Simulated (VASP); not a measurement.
# AgCl (Fm-3m) in VASP: notebook

The runs below take AgCl through single point, with PBE.

All numbers are computed with VASP 6.6.1; they aren't measurements. Logs are shortened: lines on timing, memory, paths and dates and some standing lists are left out, and cuts for length are marked.

## Step 1: The structure

Symmetry: Fm-3m, No. 225, cubic system. Conventional cell: a = 5.545 Å, b = 5.545 Å, c = 5.545 Å, α = 90.00°, β = 90.00°, γ = 90.00°. Around Ag (site symmetry m-3m) lie 6 Cl at 2.77 Å. Around Cl (site symmetry m-3m) lie 6 Ag at 2.77 Å.

The cell is a database's computed one.

## Step 2: Single point, PBE

File INCAR:

```
PREC     = Accurate       # precision mode
ENCUT    = 520            # plane-wave cutoff, eV
EDIFF    = 1E-7           # SCF threshold, eV
ISMEAR   = 0              # smearing method
SIGMA    = 0.1            # smearing width, eV
LREAL    = False          # projectors in reciprocal space
LASPH    = True           # aspherical terms in the spheres
NELM     = 60             # most SCF steps
ALGO     = Normal         # electronic algorithm
ISIF     = 2              # what is computed and relaxed
LWAVE    = False          # write WAVECAR
LCHARG   = False          # write CHGCAR
GGA      = PE             # functional
NBANDS   = 16             # bands
```

File KPOINTS:

```
Automatic mesh
0
Gamma
  4 4 4
```

File POSCAR:

```
AgCl
1.0
    0.0000000000      2.7726629968      2.7726629968
    2.7726629968      0.0000000000      2.7726629968
    2.7726629968      2.7726629968      0.0000000000
Ag Cl
1 1
Direct
    0.0000000000      0.0000000000      0.0000000000
    0.5000000000      0.5000000000      0.5000000000
```

Potentials or basis: VASP PAW PBE potentials, release 64 (Ag, Cl).

Run with:

```bash
$ cat potpaw_PBE.64/Ag/POTCAR potpaw_PBE.64/Cl/POTCAR > POTCAR
$ mpirun -np 1 vasp_std > vasp.out
```

OUTCAR:

```text
PREC = Accurate
   ENCUT = 520
   EDIFF = 1E-7
   ISMEAR = 0
   LREAL = False
   LASPH = True
   NELM = 60
   ISIF = 2
   GGA = PE

 ion  position               nearest neighbor table
   1  0.000  0.000  0.000-   2 2.77   2 2.77   2 2.77   2 2.77   2 2.77   2 2.77
   2  0.500  0.500  0.500-   1 2.77   1 2.77   1 2.77   1 2.77   1 2.77   1 2.77

  LATTYP: Found a face centered cubic cell.
 ALAT       =     5.5453259936

  Lattice vectors:

 A1 = (   0.0000000000,   2.7726629968,   2.7726629968)
 A2 = (   2.7726629968,   0.0000000000,   2.7726629968)
 A3 = (   2.7726629968,   2.7726629968,   0.0000000000)

Analysis of symmetry for initial positions (statically):
=====================================================================
 Subroutine PRICEL returns:
 Original cell was already a primitive cell.

 Routine SETGRP: Setting up the symmetry group for a
 face centered cubic supercell.

 Subroutine GETGRP returns: Found 48 space group operations
 (whereof 48 operations were pure point group operations)
 out of a pool of 48 trial point group operations.

The static configuration has the point symmetry O_h .

Analysis of symmetry for dynamics (positions and initial velocities):
=====================================================================
 Subroutine PRICEL returns:
 Original cell was already a primitive cell.

 Routine SETGRP: Setting up the symmetry group for a
 face centered cubic supercell.

 Subroutine GETGRP returns: Found 48 space group operations
 (whereof 48 operations were pure point group operations)
 out of a pool of 48 trial point group operations.

The dynamic configuration has the point symmetry O_h .

 Subroutine INISYM returns: Found 48 space group operations
 (whereof 48 operations are pure point group operations),
 and found     1 'primitive' translations

----------------------------------------------------------------------------------------

                                     Primitive cell

  volume of cell :      42.6306

  direct lattice vectors                    reciprocal lattice vectors
     0.000000000  2.772662997  2.772662997    -0.180332049  0.180332049  0.180332049
     2.772662997  0.000000000  2.772662997     0.180332049 -0.180332049  0.180332049
     2.772662997  2.772662997  0.000000000     0.180332049  0.180332049 -0.180332049

  length of vectors
     3.921137614  3.921137614  3.921137614     0.312344271  0.312344271  0.312344271

  position of ions in fractional coordinates (direct lattice)
     0.000000000  0.000000000  0.000000000
     0.500000000  0.500000000  0.500000000

  ion indices of the primitive-cell ions
   primitive index   ion index
                 1           1
                 2           2

----------------------------------------------------------------------------------------

 KPOINTS: Automatic mesh

Automatic generation of k-mesh.
 Grid dimensions read from file:
 generate k-points for:    4    4    4

 Generating k-lattice:

  Cartesian coordinates                     Fractional coordinates (reciprocal lattice)
    -0.045083012  0.045083012  0.045083012     0.250000000  0.000000000  0.000000000
     0.045083012 -0.045083012  0.045083012     0.000000000  0.250000000  0.000000000
     0.045083012  0.045083012 -0.045083012     0.000000000  0.000000000  0.250000000

  Length of vectors
     0.078086068  0.078086068  0.078086068

  Shift w.r.t. Gamma in fractional coordinates (k-lattice)
     0.000000000  0.000000000  0.000000000

 Subroutine IBZKPT returns following result:
 ===========================================

 Found      8 irreducible k-points:

 Following reciprocal coordinates:
            Coordinates               Weight
  0.000000  0.000000  0.000000      1.000000
  0.250000  0.000000  0.000000      8.000000
  0.500000  0.000000  0.000000      4.000000
  0.250000  0.250000  0.000000      6.000000
  0.500000  0.250000  0.000000     24.000000
 -0.250000  0.250000  0.000000     12.000000
  0.500000  0.500000  0.000000      3.000000
 -0.250000  0.500000  0.250000      6.000000
   k-points           NKPTS =      8   k-points in BZ     NKDIM =      8   number of bands    NBANDS=     16
   number of dos      NEDOS =    301   number of ions     NIONS =      2
   total plane-waves  NPLWV =  27000
   dimension x,y,z NGX =    30 NGY =   30 NGZ =   30
   dimension x,y,z NGXF=    60 NGYF=   60 NGZF=   60
   ions per type =               1   1
   NGX,Y,Z   is equivalent  to a cutoff of  12.72, 12.72, 12.72 a.u.
   NGXF,Y,Z  is equivalent  to a cutoff of  25.44, 25.44, 25.44 a.u.
 SYSTEM =  unknown system
   PREC   = accura    normal or accurate (medium, high low for compatibility)
   ISTART =      0    job   : 0-new  1-cont  2-samecut
   ICHARG =      2    charge: 1-file 2-atom 10-const
   ISPIN  =      1    spin polarized calculation?
   LNONCOLLINEAR =      F non collinear calculations
   LSORBIT =      F    spin-orbit coupling
   LASPH  =      T    aspherical Exc in radial PAW
   ENCUT  =  520.0 eV  38.22 Ry    6.18 a.u.   7.29  7.29  7.29*2*pi/ulx,y,z
   NELM   =     60;   NELMIN=  2; NELMDL= -5     # of ELM steps
   EDIFF  = 0.1E-06   stopping-criterion for ELM
   LREAL  =      F    real-space projection
   EDIFFG = 0.1E-05   stopping-criterion for IOM
   NSW    =      0    number of steps for IOM
   IBRION =     -1    ionic relax: 0-MD 1-quasi-New 2-CG
   NFREE  =      0    steps in history (QN), initial steepest desc. (CG)
   ISIF   =      2    stress and relaxation
   ISYM   =      2    0-nonsym 1-usesym 2-fastsym
   POTIM  = 0.5000    time-step for ionic-motion
   TEBEG  =    0.0;   TEEND  =   0.0 temperature during run
   PSTRESS=    0.0 pullay stress
   NELECT =      18.0000    total number of electrons
   NUPDOWN=      -1.0000    fix difference up-down
   EMIN   =  10.00;   EMAX   =-10.00  energy-range for DOS
   EFERMI =   0.00;   METHOD = LEGACY
   ISMEAR =     0;   SIGMA  =   0.10  broadening in eV -4-tet -1-fermi 0-gaus
   EFERMI_NEDOS =   21; number of points for ismear=-14 and -15
   IALGO  =     38    algorithm
   IMIX   =      4    mixing-type and parameters
     AMIX     =   0.40;   BMIX     =  1.00
     AMIX_MAG =   1.60;   BMIX_MAG =  1.00
  volume/ion in A,a.u.               =      21.32       143.84
  Fermi-wavevector in a.u.,A,eV,Ry     =   1.228170  2.320905 20.523058  1.508402
  Thomas-Fermi vector in A             =   2.363106
   LORBIT       =      0    0 simple, 1 ext, 2 COOP (PROOUT), +10 PAW based schemes
   GGA     = PE    functional components
   LHFCALC =     F    Hartree Fock is set to
   AEXX    =    0.0000 exact exchange contribution
   IVDW    =     0    specifies the selected vdW correction
   LEPSILON=     F    determine dielectric tensor
   LRPA    =     F    only Hartree local field effects (RPA)
 non-spin polarized calculation
 Gauss-broadening in eV      SIGMA  =   0.10
  energy-cutoff  :      520.00
  volume of cell :       42.63
 maximum number of plane-waves:      1174
 NGX is ok and might be reduce to    30
   NGX = 15   NGY = 15   NGZ = 15

 number of electron      18.0000005 magnetization

 Free energy of the ion-electron system (eV)
  ---------------------------------------------------
  ext. energy  EPLUGINS =         0.00000000
  ---------------------------------------------------
  free energy    TOTEN  =        -5.38182164 eV

  energy without entropy =       -5.38182164  energy(sigma->0) =       -5.38182164

 E-fermi :   4.3055     XC(G=0):  -9.9648

 val. band max:        3.8317288032   @ k =   0.5000   0.0000   0.0000
 cond. band min:       4.7367275639   @ k =   0.0000   0.0000   0.0000
 fundamental gap:      0.9049987608
 Fermi energy:         4.3055352957

 k-point     1 :       0.0000    0.0000    0.0000
  band No.  band energies     occupation
      1     -11.3155      2.00000
      2       1.3848      2.00000
      3       1.3848      2.00000
      4       1.3848      2.00000
      5       1.4267      2.00000
      6       1.4267      2.00000
[... 8 lines left out ...]
     15      17.1453      0.00000
     16      17.1453      0.00000

 k-point     2 :       0.2500    0.0000    0.0000
  band No.  band energies     occupation
      1     -11.1043      2.00000
      2      -0.3501      2.00000
      3       0.1628      2.00000
      4       0.1628      2.00000
      5       1.5652      2.00000
      6       1.5652      2.00000
[... 8 lines left out ...]
     15      16.1103      0.00000
     16      16.4368      0.00000

 k-point     3 :       0.5000    0.0000    0.0000
  band No.  band energies     occupation
      1     -10.8738      2.00000
      2      -1.4126      2.00000
      3      -0.3281      2.00000
      4      -0.3281      2.00000
      5       1.7519      2.00000
      6       1.7519      2.00000
[... 8 lines left out ...]
     15      17.5567      0.00000
     16      17.5567      0.00000

 k-point     4 :       0.2500    0.2500    0.0000
  band No.  band energies     occupation
      1     -11.0626      2.00000
      2      -0.6346      2.00000
      3       0.7792      2.00000
      4       0.7792      2.00000
      5       1.2207      2.00000
      6       1.5204      2.00000
[... 8 lines left out ...]
     15      18.2576      0.00000
     16      19.9122      0.00000

 k-point     5 :       0.5000    0.2500    0.0000
  band No.  band energies     occupation
      1     -10.8664      2.00000
      2      -0.8120      2.00000
      3      -0.1996      2.00000
      4       0.0300      2.00000
      5       1.5191      2.00000
      6       1.8012      2.00000
[... 8 lines left out ...]
     15      18.1443      0.00000
     16      19.0713      0.00000

 k-point     6 :      -0.2500    0.2500    0.0000
  band No.  band energies     occupation
      1     -10.9103      2.00000
      2      -0.9563      2.00000
      3      -0.2559      2.00000
      4       0.0883      2.00000
      5       1.6514      2.00000
      6       1.7418      2.00000
[... 8 lines left out ...]
     15      18.0676      0.00000
     16      19.6387      0.00000

 k-point     7 :       0.5000    0.5000    0.0000
  band No.  band energies     occupation
      1     -10.8573      2.00000
      2      -0.4930      2.00000
      3       0.7742      2.00000
      4       0.7742      2.00000
      5       1.0594      2.00000
      6       1.6156      2.00000
[... 8 lines left out ...]
     15      18.9985      0.00000
     16      18.9985      0.00000

 k-point     8 :      -0.2500    0.5000    0.2500
  band No.  band energies     occupation
      1     -10.8230      2.00000
      2      -0.3705      2.00000
      3      -0.1601      2.00000
      4      -0.1601      2.00000
      5       1.8383      2.00000
      6       1.8383      2.00000
[... 8 lines left out ...]
     15      17.3587      0.00000
     16      18.9642      0.00000

------------------------ aborting loop because EDIFF is reached ----------------------------------------

  FORCE on cell =-STRESS in cart. coord.  units (eV):
  Direction    XX          YY          ZZ          XY          YZ          ZX
  --------------------------------------------------------------------------------------
  -------------------------------------------------------------------------------------
  Total        0.4410795      0.4410795      0.4410795      0.0000000     -0.0000000      0.0000000
  in kB       16.5770090     16.5770090     16.5770090      0.0000000     -0.0000000      0.0000000
  external PRESSURE =      16.5770090 kB  Pullay stress =       0.0000000 kB

 VOLUME and BASIS-vectors are now :
 -----------------------------------------------------------------------------
  energy-cutoff  :      520.00
  volume of cell :       42.63
      direct lattice vectors                 reciprocal lattice vectors
     0.000000000  2.772662997  2.772662997    -0.180332049  0.180332049  0.180332049
     2.772662997  0.000000000  2.772662997     0.180332049 -0.180332049  0.180332049
     2.772662997  2.772662997  0.000000000     0.180332049  0.180332049 -0.180332049

 POSITION                                       TOTAL-FORCE (eV/Angst)
 -----------------------------------------------------------------------------------
      0.00000      0.00000      0.00000        -0.000000     -0.000000     -0.000000
      2.77266      2.77266      2.77266         0.000000      0.000000      0.000000
 -----------------------------------------------------------------------------------
    total drift:                               -0.000000      0.000000      0.000000

  FREE ENERGIE OF THE ION-ELECTRON SYSTEM (eV)
  ---------------------------------------------------
  free  energy   TOTEN  =        -5.3818216420 eV

  energy  without entropy=       -5.3818216420  energy(sigma->0) =       -5.38182164
```

It took 4.2 s on 1 thread of AMD EPYC 9R45 (Zen 5), shared host; peak memory 0.13 GiB.

What came out:

```yaml
Free_energy: -5.3818 eV
Pressure: 1.7 GPa
Band_gap_on_the_k_mesh: 0.90 eV, indirect (least direct gap 3.23 eV)
```

Caveat: the k mesh is coarse (spacing up to 0.49 Å⁻¹), so the values aren't converged. A hybrid or GW would open this gap; PBE tends to underestimate it.

(Part 1 of 2 ends here.)
